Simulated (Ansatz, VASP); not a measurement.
**Two plane-wave programs on SiC**

```
Si C
1.0
     0.00000    2.09852    2.09852
     2.09852    0.00000    2.09852
     2.09852    2.09852    0.00000
Si C
1 1
Direct
  0.00000 0.00000 0.00000
  0.25000 0.25000 0.25000
```

Alike in both runs: task single point; functional PBE; k mesh 10 × 10 × 10; occupations gaussian, width 0.02 eV; no spin polarisation.

|  | VASP | Ansatz |
| --- | --- | --- |
| version | VASP 6.6.1 | Ansatz 0.2.0 |
| potentials or method | VASP PAW PBE potentials, release 64 (Si, C) | scalar-relativistic, plane waves, PAW |
| plane-wave cutoff (eV) | 520 | 420 |
| valence electrons in the cell | 8 | 8 |

VASP gave:

| Property | Result |
| --- | --- |
| gap on the k mesh at the Fermi level (eV) | 1.24 |
| least direct gap on the mesh (eV) | 4.64 |

Q: Estimate Ansatz's values.

A: gap on the k mesh at the Fermi level (eV): 1.25; least direct gap on the mesh (eV): 4.65.

 A hybrid or GW would open this gap; PBE tends to underestimate it. A k mesh can miss the band edges.
